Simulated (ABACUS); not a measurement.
Crystal: TePb.

```
CELL_PARAMETERS angstrom
0.00000 3.23100 3.23100
3.23100 0.00000 3.23100
3.23100 3.23100 0.00000
ATOMIC_POSITIONS crystal
Pb 0.00000 0.00000 0.00000
Te 0.50000 0.50000 0.50000
```

Base run:

* Program: ABACUS 3.10.1
* Functional: OLYP
* Potentials or basis: Ansatz NC PBE
* Cutoff: 1129 eV
* Density cutoff: 4517 eV
* Basis: plane waves
* k mesh: 6 × 6 × 6
* Occupations: fermi-dirac, width 0.05 eV
* Spin: no spin polarisation

Its results: band gap on the k mesh 0.96 eV, direct; pressure 3.4 GPa.

Task: The run is repeated on the same cell with these changes: functional from OLYP to AM05; potentials or basis from Ansatz NC PBE to SPMS ONCV 1.0 PBE. What comes out?

Result: Band gap on the k mesh 0.71 eV, direct; pressure 0.0 GPa.

Caveats: the potentials were made for another functional, which shifts forces and pressure; spin-orbit coupling is left out, which as a rule narrows the gap of such compounds by several tenths of an eV.

A k mesh can miss the band edges.
